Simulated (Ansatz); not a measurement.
# Structural energy differences of manganese

Method: DFT, RPBE, plane waves (420 eV) with PAW, scalar-relativistic in Ansatz. (PAW data from PBE, frozen cores regenerated.)

Each structure is relaxed within its own symmetry, so a high-lying one may be dynamically unstable.

```
        structure  ΔE (meV/atom)  V (Å³/atom)                                    cell                                                  magnetic state
   alpha-Mn (A12)              0        11.39                             a = 8.709 Å      ferrimagnetic, largest moment 3.16 μB in the atomic sphere
              fcc             15        12.02  a = 2.611 Å, c = 3.527 Å (c/a = 1.351)  antiferromagnetic, largest moment 2.15 μB in the atomic sphere
             dhcp             86        11.10  a = 2.508 Å, c = 8.148 Å (c/a = 3.249)      ferrimagnetic, largest moment 0.93 μB in the atomic sphere
              hcp             87        11.07  a = 2.505 Å, c = 4.073 Å (c/a = 1.626)  antiferromagnetic, largest moment 0.81 μB in the atomic sphere
              A15             90        11.01                             a = 4.449 Å                             ferromagnetic, net 0.35 μB per atom
omega (AlB2-type)            139        11.02  a = 3.934 Å, c = 2.466 Å (c/a = 0.627)                                               spin not included
              bcc            154        13.88                             a = 3.028 Å  antiferromagnetic, largest moment 3.14 μB in the atomic sphere
     simple cubic            636        14.35                             a = 2.430 Å  antiferromagnetic, largest moment 2.59 μB in the atomic sphere
          diamond           1214        18.68                             a = 5.306 Å  antiferromagnetic, largest moment 2.62 μB in the atomic sphere
```

ΔE counts from alpha-Mn (A12).

Differences under about 8 meV lie within the error of the k-point mesh.
